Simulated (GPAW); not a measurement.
Runs of GPAW 26.7.0 on KI. It takes space group Fm-3m (No. 225, cubic). The conventional cell has a = 7.066 Å, b = 7.066 Å, c = 7.066 Å, α = 90.00°, β = 90.00°, γ = 90.00°. Around I (site symmetry m-3m) lie 6 K at 3.53 Å. K (site symmetry m-3m) has 6 I at 3.53 Å as nearest neighbours. 

| task | level | spin | cell | optimizer | fmax | max steps | convergence | band path | gap on the mesh (eV) | pressure (GPa) | relaxed volume (Å³/atom) |
| --- | --- | --- | --- | --- | --- | --- | --- | --- | --- | --- | --- |
| relaxation of cell and atoms | PBEsol | off | relaxed | BFGS | 0.02 eV/Å | 60 | density=1e-05 forces=0.0001 | - | 3.89 | 0.0 | (c) |
| band structure | PBEsol | SOC, no magnetisation | as given | - | - | - | - | GXWKGLUWLK,UX | 3.45 | -0.3 | - |
| relaxation of cell and atoms | PBEsol+D3 | off | relaxed | BFGS | 0.02 eV/Å | 60 | density=1e-05 forces=0.0001 | - | 3.96 | 0.0 | 41.50 |
| relaxation of cell and atoms | PBEsol+D4 | off | relaxed | BFGS | 0.02 eV/Å | 60 | density=1e-05 forces=0.0001 | - | 3.96 | 0.1 | (b) |
| relaxation of cell and atoms | PBEsol+D3(BJ)+ATM | off | relaxed | BFGS | 0.02 eV/Å | 60 | density=1e-05 forces=0.0001 | - | 4.03 | 0.0 | (a) |
| relaxation of cell and atoms | PBEsol+D3(BJ) | off | relaxed | BFGS | 0.02 eV/Å | 60 | density=1e-05 forces=0.0001 | - | 4.05 | 0.0 | 40.05 |
| band structure | PBEsol | off | as given | - | - | - | - | GXWKGLUWLK,UX | 3.83 | -0.3 | - |

Alike in all rows: potentials or basis PAW data sets generated in the run's folder for this functional, pw; k mesh 7 × 7 × 7; cutoff (eV) 600; smearing fermi-dirac 0.05 eV.

Task: Estimate the missing entries.

Result: (a) 40.27; (b) 41.49; (c) 42.92.

Caveats: spin-orbit coupling is left out, which moves the levels of the heavy elements (some runs); later steps reuse the first step's grids (some runs); spin-orbit coupling was added after a scalar SCF, so levels and gaps hold it while energy, forces, pressure and moments don't (some runs); this program's spin-orbit splittings come out too wide for heavy elements (some runs).

A k mesh can miss the band edges, and rows without SOC leave out spin-orbit coupling on I.

Runs at the PBE level aren't shown here.
